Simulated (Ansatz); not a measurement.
## What DFT gives for ZrN (Fm-3m)

The conventional cell has a = 4.552 Å, b = 4.552 Å, c = 4.552 Å, α = 90.00°, β = 90.00°, γ = 90.00°. Zr (atom 1) is surrounded by 6 N at 2.28 Å. N (atom 2) has 6 Zr at 2.28 Å as nearest neighbours.

Ansatz runs use the cell relaxed by PAW under their functional.

(1) What do its conduction electrons give? (PBEsol, all-electron LAPW in Ansatz 0.2.0, scalar-relativistic; a = 4.552 Å; k mesh 12×12×12, fine mesh 20×20×20, Fermi-Dirac smearing of 0.100 eV, basis error target 1 meV/atom)

(2) How stiff is it? (PBEsol, all-electron LAPW in Ansatz 0.2.0, scalar-relativistic; a = 4.552 Å; k mesh 16×16×16, strains of ±0.005, Fermi-Dirac smearing of 0.050 eV, basis error target 0.5 meV/atom)

(3) How does it vibrate? (PBEsol, all-electron LAPW in Ansatz 0.2.0, scalar-relativistic; a = 4.553 Å; k mesh 14×14×14, Fermi-Dirac smearing of 0.100 eV, basis error target 1 meV/atom; q mesh 2×2×2)

## Answers

(1) Fermi-surface sums: N(E_F) = 0.33 states/eV/atom, ħω_p (r.m.s. of x, y, z) = 8.7 eV, Fermi speed = 0.98×10⁶ m/s.

(2) Elastic moduli (Hill averages, relaxed ions; θ_D from sound speeds over directions): B = 269 GPa, G = 158 GPa, C11 = 582 GPa, C44 = 121 GPa, ν = 0.254, θ_D = 664 K.

(3) Harmonic phonons by finite displacements (negative means unstable): highest mode = 502 cm⁻¹, lowest at L = 164 cm⁻¹, lowest at X = 202 cm⁻¹, highest at Γ = 499 cm⁻¹.

Keep in mind: these sums move with the mesh, by several per cent and more for small sheets (Fermi surface); responses of metals move with mesh and smearing (moduli, phonons).
